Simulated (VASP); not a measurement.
## NiSb: relaxation of the atoms with PBEsol+U

Crystal: NiSb.

```
Ni Sb
1.0
     5.57377    2.78689    2.78689
     2.78689    5.57377    2.78689
     2.78689    2.78689    5.57377
Ni Sb
2 2
Direct
  0.00000 0.00000 0.00000
  0.50000 0.50000 0.50000
  0.25000 0.25000 0.25000
  0.75000 0.75000 0.75000
```

The cell was built by a generator and needn't be a form met in nature.

```
Program                : VASP 6.6.1
Task                   : relaxation of the atoms
Functional             : PBEsol
Potentials or basis    : VASP PAW PBE potentials, release 64 (Ni, Sb)
Cutoff                 : 520 eV
k mesh                 : 6 × 6 × 6
Occupations            : gaussian, width 0.0747 eV
Spin                   : collinear spin, typed start
Starting moments       : [3.0, 3.0, 0.0, 0.0] μB
Hubbard terms          : Ni d U = 5.87 eV
Dipole correction      : no
Further INCAR settings : ALGO = Normal; EDIFF = 1e-06; ISYM = 0; IBRION = 2; EDIFFG = -0.03; NSW = 80
```

- Pressure after relaxing: -10.9 GPa
- Band gap on the k mesh: none (metal or under the smearing width)
- Net moment: 1.86 μB per cell
- Site moments: Ni +1.09; Sb -0.08 μB
- Valence electrons inside the program's atomic spheres: Ni 9.11; Sb 2.37

Final structure:
```
CELL_PARAMETERS angstrom
5.57377 2.78689 2.78689
2.78689 5.57377 2.78689
2.78689 2.78689 5.57377
ATOMIC_POSITIONS crystal
Ni 0.00000 0.00000 0.00000
Ni 0.50000 0.50000 0.50000
Sb 0.25000 0.25000 0.25000
Sb 0.75000 0.75000 0.75000
```

Levels at points of the mesh, in eV from the Fermi level:
Spin up:
```csv
k point,band 12,band 13,band 14,band 15,band 16,band 17,band 18,band 19,band 20,band 21
"(0.00, 0.00, 0.00)",-4.13,-3.59,1.75,1.75,1.75,2.14,2.14,4.59,4.89,5.30
"(0.50, 0.00, 0.00)",-4.09,-3.29,-3.29,-1.03,-1.03,0.18,0.18,3.00,3.00,7.13
"(0.00, 0.50, 0.00)",-4.09,-3.29,-3.29,-1.03,-1.03,0.18,0.18,3.00,3.00,7.13
"(0.00, 0.00, 0.50)",-4.09,-3.29,-3.29,-1.03,-1.03,0.18,0.18,3.00,3.00,7.13
"(0.50, 0.50, 0.00)",-4.02,-3.87,-3.58,-1.02,-1.02,0.79,2.14,2.14,4.59,4.59
"(0.50, 0.00, 0.50)",-4.02,-3.87,-3.58,-1.02,-1.02,0.79,2.14,2.14,4.59,4.59
"(0.00, 0.50, 0.50)",-4.02,-3.87,-3.58,-1.02,-1.02,0.79,2.14,2.14,4.59,4.59
"(0.50, 0.50, 0.50)",-4.21,-1.90,-1.90,1.88,1.88,1.88,1.88,5.33,5.33,6.78
```
Spin down:
```csv
k point,band 10,band 11,band 12,band 13,band 14,band 15,band 16,band 17,band 18,band 19
"(0.00, 0.00, 0.00)",-1.41,-1.41,-0.38,-0.38,1.66,1.66,1.67,3.21,3.21,4.58
"(0.50, 0.00, 0.00)",-2.96,-2.10,-2.10,-1.33,-1.33,0.87,0.87,1.07,1.07,3.20
"(0.00, 0.50, 0.00)",-2.96,-2.10,-2.10,-1.33,-1.33,0.87,0.87,1.07,1.07,3.20
"(0.00, 0.00, 0.50)",-2.96,-2.10,-2.10,-1.33,-1.33,0.87,0.87,1.07,1.07,3.20
"(0.50, 0.50, 0.00)",-3.01,-1.42,-1.41,-1.09,-1.09,-0.21,0.07,1.39,3.20,3.21
"(0.50, 0.00, 0.50)",-3.01,-1.41,-1.41,-1.09,-1.09,-0.20,0.07,1.39,3.20,3.21
"(0.00, 0.50, 0.50)",-3.01,-1.41,-1.41,-1.09,-1.09,-0.21,0.07,1.39,3.20,3.21
"(0.50, 0.50, 0.50)",-1.79,-1.00,-1.00,-1.00,-1.00,2.39,2.39,2.39,2.39,5.37
```

Eigenvalues of the final occupation matrices:
```
    site  spin  trace               eigenvalues
site 1 d     1   4.75  0.94 0.94 0.96 0.96 0.96
site 1 d     2   3.71  0.42 0.43 0.95 0.95 0.95
site 2 d     1   4.75  0.94 0.94 0.96 0.96 0.96
site 2 d     2   3.71  0.42 0.42 0.95 0.95 0.95
```

Wall time 36 min on 1 thread of Intel(R) Xeon(R) 6975P-C (Granite Rapids) (shared host), peak memory 0.73 GiB.

Caveat: the relaxation stopped at its first step, so nothing moved; the PAW data sets were made with another functional, which shifts forces and pressure a little; the U is typed as a test and isn't derived for this compound. The run has no spin-orbit coupling, so splittings on Sb are missing.
